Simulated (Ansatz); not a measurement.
# SiGe: response to equal strain of all cell vectors

One table from this session's results is given with a row withheld; the runs are named, their logs left out.

Computed with Ansatz 0.2.0 (DFT r2SCAN, scalar-relativistic, plane waves, PAW, unless a step's input says otherwise).

## The system as given

It takes space group P6_3mc (No. 186, hexagonal). The conventional cell has a = 3.904 Å, b = 3.904 Å, c = 6.454 Å, α = 90.00°, β = 90.00°, γ = 120.00°. Si (site symmetry 3m) has 4 Ge at 2.40 to 2.41 Å as nearest neighbours. Around Ge (site symmetry 3m) lie 4 Si at 2.40 to 2.41 Å.

Structure file:

```cif
data_structure
_symmetry_space_group_name_H-M 'P 1'
_symmetry_Int_Tables_number 1
_cell_length_a 3.9044
_cell_length_b 3.9044
_cell_length_c 6.4537
_cell_angle_alpha 90.000
_cell_angle_beta 90.000
_cell_angle_gamma 120.000
_cell_volume 85.20
loop_
_atom_site_label
_atom_site_type_symbol
_atom_site_fract_x
_atom_site_fract_y
_atom_site_fract_z
_atom_site_occupancy
Si1 Si 0.66667 0.33333 0.87447 1
Si2 Si 0.33333 0.66667 0.37447 1
Ge1 Ge 0.66667 0.33333 0.50053 1
Ge2 Ge 0.33333 0.66667 0.00053 1
```

It goes back to an entry of the Materials Project, which need not be the stable form.

This cell was relaxed beforehand with the same method: volume 21.30 Å³/atom, gap on the mesh 0.66 eV.

Set-up of the first run:

input.yaml reads:

```yaml
crystal:
  lattice:
    - [3.904377643, 0.0, 0.0]
    - [-1.9521888215, 3.3812902248, 0.0]
    - [0.0, 0.0, 6.4536796672]
  atoms:
    - { symbol: Si, position: [0.6666666667, 0.3333333333, 0.8744661518] }
    - { symbol: Si, position: [0.3333333333, 0.6666666667, 0.3744661518] }
    - { symbol: Ge, position: [0.6666666667, 0.3333333333, 0.5005328482] }
    - { symbol: Ge, position: [0.3333333333, 0.6666666667, 0.0005328482] }
basis:
  ecutwfc: 500
kpoints:
  mp_grid: { grid: [12, 12, 4] }
hamiltonian:
  xc: r2scan
scf:
  occupations: { method: gaussian, width: 0.02 }
output:
  forces: true
  stress: true
  eigenvalues: true
```

Started as:

```sh
ansatz run input.yaml --threads 1 --pin off --max-ram 2560MiB --backend cpu --events-out ev --progress --plain --runs-dir out
```

Steps of the session up to this table: Reference cell for the strains; The gap over the whole zone; Strain -1.0 %; Seeking the band edges at -1.0 %; Strain +1.0 %; Seeking the band edges at +1.0 %; Strain -2.0 %; Band edges over the zone at -2.0 %; The cell strained by +2.0 %; Band edges over the zone at +2.0 %; At -3.0 %; The gap over the whole zone at -3.0 %; The cell strained by +3.0 %; Seeking the band edges at +3.0 %.

One table of the session follows, with a row left open; its other results are not shown here.

Lengths are those of the vectors of the cell that was run; stresses in GPa:

| strain (%) | ΔE (meV/atom) | a (Å) | b (Å) | c (Å) |
| --- | --- | --- | --- | --- |
| -3.0 | 50.3 | 3.787 | 3.787 | 6.260 |
| -2.0 | 21.6 | 3.826 | 3.826 | 6.325 |
| -1.0 | 5.2 | 3.865 | 3.865 | 6.389 |
| +0.0 | 0.0 | 3.904 | 3.904 | 6.454 |
| +1.0 | ? | ? | ? | ? |
| +2.0 | 18.8 | 3.982 | 3.982 | 6.583 |
| +3.0 | 40.9 | 4.022 | 4.022 | 6.647 |

**Question.** Estimate the row for strain (%) = +1.0.

Worked estimate for «ΔE (meV/atom)». A straight line through the neighbours (0.0, 0.0) and (2.0, 18.8) gives 0.0 + (18.8 − 0.0) × (1.0 − 0.0) / (2.0 − 0.0) = 9.4; a parabola fitted to 4 rows on both sides gives 4.8.

**Answer.** ΔE (meV/atom): 4.9; a (Å): 3.943; b (Å): 3.943; c (Å): 6.518. In «ΔE (meV/atom)» the line misses by +4.5 and the parabola by -0.1.

ΔE is over the unstrained cell. Stress in GPa, positive in compression, on the Cartesian axes of the input.

To keep in mind: Warnings in the runs' records: stress scf threshold loose.
